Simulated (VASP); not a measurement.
SnO2:

```xyz
3
Lattice="3.0233 0.0000 0.0000 0.0000 4.9647 0.0000 0.0000 0.0000 5.9770" Properties=species:S:1:pos:R:3 pbc="T T T"
Sn    1.5116    2.4823    0.0000
O     0.0000    2.4823    4.6364
O     0.0000    2.4823    1.3405
```

The cell was built by a generator and needn't be a form met in nature.

```yaml
Program: VASP 6.6.1
Task: relaxation of cell and atoms
Functional: PBE
Potentials_or_basis: VASP PAW PBE potentials, release 64 (Sn_d, O)
Cutoff: 600 eV
k_mesh: 9 × 6 × 5
Occupations: fermi-dirac, width 0.05 eV
Spin: no spin polarisation
```

At the start: pressure 0.7 GPa; volume 29.90 Å³/atom.

Task: Where does the relaxation end?

Result: Over 45 steps the energy falls by 9.1 meV/atom and the volume is 37.49 Å³/atom (+25.4 %); space group Pmmm (No. 47, to 0.05 Å).

Step by step:
```csv
step,energy change (eV),largest force (eV/Å),pressure (GPa),volume (Å³)
1,0.0000,0.0912,0.70,89.71
3,-0.0016,0.0550,0.12,90.33
5,-0.0050,0.0149,0.09,92.01
7,-0.0127,0.1748,0.03,99.74
9,-0.0141,0.1652,0.03,100.36
11,-0.0196,0.1225,0.03,103.14
13,-0.0239,0.0301,-0.06,114.52
15,-0.0265,0.0263,0.00,110.40
17,-0.0266,0.0246,-0.02,109.23
19,-0.0267,0.0081,-0.01,109.60
21,-0.0267,0.0040,-0.01,109.70
23,-0.0267,0.0038,0.01,109.68
25,-0.0267,0.0006,0.04,109.74
27,-0.0267,0.0311,-0.01,110.06
29,-0.0268,0.0300,-0.02,110.32
31,-0.0270,0.0241,-0.07,111.47
33,-0.0270,0.0018,0.01,111.49
35,-0.0272,0.0117,0.02,111.74
37,-0.0273,0.0149,0.02,112.18
39,-0.0273,0.0090,-0.03,112.35
41,-0.0274,0.0160,-0.03,112.45
43,-0.0274,0.0201,-0.03,112.52
45,-0.0274,0.0065,-0.01,112.48
```

Final structure:
```yaml
crystal:
  lattice:
    - [3.03201, 0.00000, 0.00000]
    - [0.00000, 5.72497, 0.00000]
    - [0.00000, 0.00000, 6.47991]
  atoms:
    - { symbol: Sn, position: [0.50000, 0.50000, 0.00000] }
    - { symbol: O, position: [0.00000, 0.50000, 0.79258] }
    - { symbol: O, position: [0.00000, 0.50000, 0.20742] }
```

Caveat: the volume moved by over 15 % at a fixed basis, so the end points are rough.
